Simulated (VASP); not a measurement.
# Li16H (a cell with a defect) in VASP: notebook

Runs on Li16H (a cell with a defect). Level: r2SCAN. Tasks: single point.

All numbers are computed with VASP 6.6.1; they aren't measurements. Logs are shortened: lines on timing, memory, paths and dates and some standing lists are left out, and cuts for length are marked.

**1. Starting point**

The cell holds a defect, 17 atoms: a = 6.980 Å, b = 6.980 Å, c = 6.980 Å, α = 90.00°, β = 90.00°, γ = 90.00°.

The cell was built by a generator and needn't be a form met in nature.

**2. Single point, r2SCAN**

Contents of POSCAR:

```
Li16H
1.0
    6.9800000000      0.0000000000      0.0000000000
    0.0000000000      6.9800000000      0.0000000000
    0.0000000000      0.0000000000      6.9800000000
Li H
16 1
Direct
   -0.0038968481      0.0272492837      0.0060601719
    0.5164326648     -0.0189111748     -0.0064183381
   -0.0009885387      0.4848567335     -0.0129799427
    0.0031661891     -0.0021919771      0.5039541547
    0.2517478510      0.2550143266      0.2474498567
    0.4906590258      0.4820773639     -0.0093266476
    0.4959598854      0.0031232092      0.4936819484
    0.7522492837      0.2517191977      0.2406017192
    0.0036532951      0.5003295129      0.5014899713
    0.2372636103      0.7636962751      0.2565472779
    0.2470343840      0.2336962751      0.7638681948
    0.4965186246      0.4959455587      0.5182521490
    0.7590687679      0.7550859599      0.2410171920
    0.7492263610      0.2383667622      0.7486962751
    0.2433237822      0.7638538682      0.7622922636
    0.7616905444      0.7639541547      0.7545272206
    0.0041690544      0.1366045845      0.7474355301
```

Contents of INCAR.step1:

```
SYSTEM = Li16H
PREC = Accurate
ENCUT = 520
ISMEAR = -1
SIGMA = 0.05
LREAL = Auto
LASPH = .True.
NELM = 60
NBANDS = 38
GGA = PE
ALGO = Normal
EDIFF = 1E-4
LWAVE = .True.
LCHARG = .False.
```

Contents of INCAR.step2:

```
SYSTEM = Li16H
PREC = Accurate
ENCUT = 520
EDIFF = 1E-6
ISMEAR = -1
SIGMA = 0.05
LREAL = Auto
LASPH = .True.
NELM = 60
ALGO = Normal
ISIF = 2
LWAVE = .False.
LCHARG = .True.
METAGGA = R2SCAN
LMIXTAU = .True.
LELF = .True.
LVHAR = .True.
NBANDS = 38
ISTART = 1
```

Contents of KPOINTS:

```
Automatic mesh
0
Gamma
  2 2 2
  0 0 0
```

Potentials or basis: VASP PAW PBE potentials, release 64 (Li_sv, H).

On the command line:

```console
> cat potpaw_PBE.64/Li_sv/POTCAR potpaw_PBE.64/H/POTCAR > POTCAR
> cp INCAR.step1 INCAR
> mpirun -np 1 vasp_std > vasp.out
> cp INCAR.step2 INCAR
> mpirun -np 1 vasp_std > vasp.out
```

OUTCAR:

```text
SYSTEM = Li16H
   PREC = Accurate
   ENCUT = 520
   EDIFF = 1E-6
   ISMEAR = -1
   LREAL = Auto
   LASPH = .True.
   NELM = 60
   ISIF = 2
   METAGGA = R2SCAN
   ISTART = 1

 ion  position               nearest neighbor table
   1  0.996  0.027  0.006-
   2  0.516  0.981  0.994-
   3  0.999  0.485  0.987-
   4  0.003  0.998  0.504-
   5  0.252  0.255  0.247-
   6  0.491  0.482  0.991-
[... 9 lines left out ...]
  16  0.762  0.764  0.755-
  17  0.004  0.137  0.747-

  LATTYP: Found a simple cubic cell.
 ALAT       =     6.9800000000

  Lattice vectors:

 A1 = (   6.9800000000,   0.0000000000,   0.0000000000)
 A2 = (   0.0000000000,   6.9800000000,   0.0000000000)
 A3 = (   0.0000000000,   0.0000000000,   6.9800000000)

Analysis of symmetry for initial positions (statically):
=====================================================================
 Subroutine PRICEL returns:
 Original cell was already a primitive cell.

 Routine SETGRP: Setting up the symmetry group for a
 simple cubic supercell.

 Subroutine GETGRP returns: Found  1 space group operations
 (whereof  1 operations were pure point group operations)
 out of a pool of 48 trial point group operations.

The static configuration has the point symmetry C_1 .

Analysis of symmetry for dynamics (positions and initial velocities):
=====================================================================
 Subroutine PRICEL returns:
 Original cell was already a primitive cell.

 Routine SETGRP: Setting up the symmetry group for a
 simple cubic supercell.

 Subroutine GETGRP returns: Found  1 space group operations
 (whereof  1 operations were pure point group operations)
 out of a pool of 48 trial point group operations.

The dynamic configuration has the point symmetry C_1 .

 Subroutine INISYM returns: Found  1 space group operations
 (whereof  1 operations are pure point group operations),
 and found     1 'primitive' translations

----------------------------------------------------------------------------------------

                                     Primitive cell
[... 103 lines left out ...]
   NELM   =     60;   NELMIN=  2; NELMDL=  0     # of ELM steps
   EDIFF  = 0.1E-05   stopping-criterion for ELM
   LREAL  =      T    real-space projection
   EDIFFG = 0.1E-04   stopping-criterion for IOM
   NSW    =      0    number of steps for IOM
   IBRION =     -1    ionic relax: 0-MD 1-quasi-New 2-CG
   NFREE  =      0    steps in history (QN), initial steepest desc. (CG)
   ISIF   =      2    stress and relaxation
   ISYM   =      2    0-nonsym 1-usesym 2-fastsym
   POTIM  = 0.5000    time-step for ionic-motion
   TEBEG  =    0.0;   TEEND  =   0.0 temperature during run
   PSTRESS=    0.0 pullay stress
   NELECT =      49.0000    total number of electrons
   NUPDOWN=      -1.0000    fix difference up-down
   EMIN   =  10.00;   EMAX   =-10.00  energy-range for DOS
   EFERMI =   0.00;   METHOD = LEGACY
   ISMEAR =    -1;   SIGMA  =   0.05  broadening in eV -4-tet -1-fermi 0-gaus
   EFERMI_NEDOS =   21; number of points for ismear=-14 and -15
   IALGO  =     38    algorithm
   IMIX   =      4    mixing-type and parameters
     AMIX     =   0.40;   BMIX     =  1.00
     AMIX_MAG =   1.60;   BMIX_MAG =  1.00
  volume/ion in A,a.u.               =      20.00       134.99
  Fermi-wavevector in a.u.,A,eV,Ry     =   0.858258  1.621873 10.022155  0.736608
  Thomas-Fermi vector in A             =   1.975436
   LORBIT       =      0    0 simple, 1 ext, 2 COOP (PROOUT), +10 PAW based schemes
   METAGGA = R2SCAN    functional components
   LHFCALC =     F    Hartree Fock is set to
   AEXX    =    0.0000 exact exchange contribution
   IVDW    =     0    specifies the selected vdW correction
   LEPSILON=     F    determine dielectric tensor
   LRPA    =     F    only Hartree local field effects (RPA)
 non-spin polarized calculation
  energy-cutoff  :      520.00
  volume of cell :      340.07
 maximum number of plane-waves:      9124
 NGX is ok and might be reduce to    54
   NGX = 25   NGY = 25   NGZ = 25

 number of electron      49.0000007 magnetization

 Free energy of the ion-electron system (eV)
  ---------------------------------------------------
  ext. energy  EPLUGINS =         0.00000000
  ---------------------------------------------------
  free energy    TOTEN  =       -41.58499738 eV

  energy without entropy =      -41.45705126  energy(sigma->0) =      -41.52102432

 E-fermi :   0.4703     XC(G=0):  -7.3696

 val. band max:        0.4670901413   @ k =   0.0000   0.5000   0.5000
 cond. band min:       0.4811168637   @ k =   0.5000   0.5000   0.0000
 fundamental gap:      0.0140267224
 Fermi energy:         0.4703318236

 k-point     1 :       0.0000    0.0000    0.0000
  band No.  band energies     occupation
      1     -47.8542      2.00000
      2     -47.8454      2.00000
      3     -47.7622      2.00000
      4     -47.7495      2.00000
      5     -47.7220      2.00000
      6     -47.7198      2.00000
[... 301 lines left out ...]
     35       3.3425      0.00000
     36       3.3629      0.00000
 [bands above 36 left out]

------------------------ aborting loop because EDIFF is reached ----------------------------------------

  FORCE on cell =-STRESS in cart. coord.  units (eV):
  Direction    XX          YY          ZZ          XY          YZ          ZX
  --------------------------------------------------------------------------------------
  -------------------------------------------------------------------------------------
  Total       -0.6497274     -1.1134570     -1.1172936      0.1669464     -0.0445158     -0.2719940
  in kB       -3.0610857     -5.2458730     -5.2639485      0.7865410     -0.2097291     -1.2814557
  external PRESSURE =      -4.5236357 kB  Pullay stress =       0.0000000 kB

 VOLUME and BASIS-vectors are now :
 -----------------------------------------------------------------------------
  energy-cutoff  :      520.00
  volume of cell :      340.07
      direct lattice vectors                 reciprocal lattice vectors
     6.980000000  0.000000000  0.000000000     0.143266476  0.000000000  0.000000000
     0.000000000  6.980000000  0.000000000     0.000000000  0.143266476  0.000000000
     0.000000000  0.000000000  6.980000000     0.000000000  0.000000000  0.143266476

 POSITION                                       TOTAL-FORCE (eV/Angst)
 -----------------------------------------------------------------------------------
      6.95280      0.19020      0.04230         0.045880      0.021940     -0.284770
      3.60470      6.84800      6.93520        -0.174616      0.131609      0.130800
      6.97310      3.38430      6.88940        -0.011283      0.176178     -0.053202
      0.02210      6.96470      3.51760        -0.010377      0.254940      0.222427
      1.75720      1.78000      1.72720         0.077017     -0.069396     -0.017925
      3.42480      3.36490      6.91490         0.078426      0.098926      0.035997
[... 9 lines left out ...]
      5.31660      5.33240      5.26660         0.052139     -0.124387     -0.026599
      0.02910      0.95350      5.21710        -0.127042     -0.085454      0.054587
 -----------------------------------------------------------------------------------
    total drift:                               -0.084806      0.063483     -0.006438

  FREE ENERGIE OF THE ION-ELECTRON SYSTEM (eV)
  ---------------------------------------------------
  free  energy   TOTEN  =       -41.5849973759 eV

  energy  without entropy=      -41.4570512570  energy(sigma->0) =      -41.52102432
```

OUTCAR.step1:

```text
SYSTEM = Li16H
   PREC = Accurate
   ENCUT = 520
   ISMEAR = -1
   LREAL = Auto
   LASPH = .True.
[... 566 lines left out ...]
      3.42480      3.36490      6.91490         0.074712      0.113035      0.034931
[... 9 lines left out ...]
      5.31660      5.33240      5.26660         0.030705     -0.126142     -0.024793
      0.02910      0.95350      5.21710        -0.130954     -0.083876      0.044357
 -----------------------------------------------------------------------------------
    total drift:                                0.001705      0.019361     -0.016848

  FREE ENERGIE OF THE ION-ELECTRON SYSTEM (eV)
  ---------------------------------------------------
  free  energy   TOTEN  =       -33.8542103732 eV

  energy  without entropy=      -33.7220733827  energy(sigma->0) =      -33.78814188
```

It took 13 min on 1 thread of AMD EPYC 9R45 (Zen 5), shared host; peak memory 0.4 GiB.

What came out:

```
Free energy            : -41.5850 eV
Largest force          : 0.338 eV/Å
Band gap on the k mesh : none (metal or under the smearing width)
```

Forces on the atoms (eV/Å):
```
Li   0.046  0.022 -0.285
Li  -0.175  0.132  0.131
Li  -0.011  0.176 -0.053
Li  -0.010  0.255  0.222
Li   0.077 -0.069 -0.018
Li   0.078  0.099  0.036
Li   0.034  0.000  0.038
Li  -0.087 -0.021  0.116
Li   0.015 -0.093  0.104
Li   0.028 -0.094 -0.196
Li  -0.089 -0.052 -0.131
Li  -0.007  0.124 -0.026
Li   0.002 -0.113  0.013
Li   0.185 -0.087 -0.018
Li  -0.011 -0.069  0.038
Li   0.052 -0.124 -0.027
H   -0.127 -0.085  0.055
```

Levels at points of the mesh, in eV from the Fermi level:
```tsv
k point	band 21	band 22	band 23	band 24	band 25	band 26	band 27	band 28
(0.00, 0.00, 0.00)	-1.15	-1.13	-1.10	-0.28	0.33	0.34	0.36	0.36
(0.50, 0.00, 0.00)	-0.62	-0.61	-0.58	-0.55	-0.53	-0.50	0.71	1.11
(0.00, 0.50, 0.00)	-0.61	-0.61	-0.57	-0.56	-0.54	-0.52	0.49	1.11
(0.00, 0.00, 0.50)	-0.61	-0.60	-0.58	-0.56	-0.55	-0.51	0.64	1.12
(0.50, 0.50, 0.00)	-1.43	-0.05	-0.01	0.01	0.06	0.07	0.11	0.18
(0.00, 0.50, 0.50)	-1.45	-0.05	0.00	0.03	0.05	0.06	0.11	0.16
(0.50, 0.00, 0.50)	-1.33	-0.11	-0.02	0.02	0.05	0.06	0.13	0.16
(0.50, 0.50, 0.50)	-1.82	-1.79	-1.77	-1.73	0.55	2.43	2.57	2.65
```

Caveat: the k mesh is coarse (spacing up to 0.45 Å⁻¹), so the values aren't converged; the cutoff is under 1.25 times the usual one of these potentials, so pressure, stress and relaxed cells hold a basis-set (Pulay) error; the PAW data sets were made with another functional, which shifts forces and pressure a little.

(Part 1 of 2 ends here.)
